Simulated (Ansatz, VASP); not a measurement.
**Tc in VASP and in Ansatz**

```
Tc
1.0
     0.00000    1.95000    1.95000
     1.95000    0.00000    1.95000
     1.95000    1.95000    0.00000
Tc
1
Cartesian
  0.0000 0.0000 0.0000
```

This isn't the form of Tc at room conditions, which is hcp.

Alike in both runs: task single point; functional r2SCAN; dispersion rVV10; k mesh 12 × 12 × 12; occupations methfessel-paxton of order 1, width 0.1 eV; no spin polarisation.

```csv
,VASP,Ansatz
version,VASP 6.6.1,Ansatz 0.2.0
potentials or method,"VASP PAW PBE potentials, release 64 (Tc_pv)",Ansatz PAW earlier set
plane-wave cutoff (eV),520,500
valence electrons in the cell,13,15
```

VASP gave:

* gap on the k mesh at the Fermi level (eV): none
* pressure (GPa): -12.5

Q: What did Ansatz give for the same quantities?

A: gap on the k mesh at the Fermi level (eV): none; pressure (GPa): -13.2.

A gap of «none» marks a metal or a gap that the smearing closes. The two sets of potentials don't hold the same shells in valence.

Caveats: the PAW data sets were made with another functional, which shifts forces and pressure a little (VASP); the PAW data sets come from PBE, with cores solved anew for the run's functional, which leaves a small shift of forces and pressure (Ansatz).
